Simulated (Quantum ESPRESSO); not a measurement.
Ba:

```
Ba
1.0
    -2.50650    2.50650    2.50650
     2.50650   -2.50650    2.50650
     2.50650    2.50650   -2.50650
Ba
1
Direct
  0.00000 0.00000 0.00000
```

Base run:

```yaml
Program: Quantum ESPRESSO 7.5
Functional: PW91
Potentials_or_basis: SG15 PBE 1.2
Cutoff: 599 eV
Density_cutoff: 2395 eV
k_mesh: 8 × 8 × 8
Occupations: fermi-dirac, width 0.05 eV
Spin: no spin polarisation
```

Its results: band gap on the k mesh none (metal or under the smearing width); pressure -0.1 GPa.

**Question.** After a change of settings the same cell gave: band gap on the k mesh none (metal or under the smearing width); pressure 0.7 GPa. Which change was it?
A. functional from PW91 to PBEsol
B. functional from PW91 to RPBE
C. functional from PW91 to WC
D. functional from PW91 to AM05

**Answer.** B.

RPBE binds less tightly than PW91, so the same cell stands under more pressure.

Caveats: the potentials were made for another functional, which shifts forces and pressure; some levels on the path didn't converge; spin-orbit coupling is left out, which moves the levels of the heavy elements.

Runs at the PBE level aren't shown here.
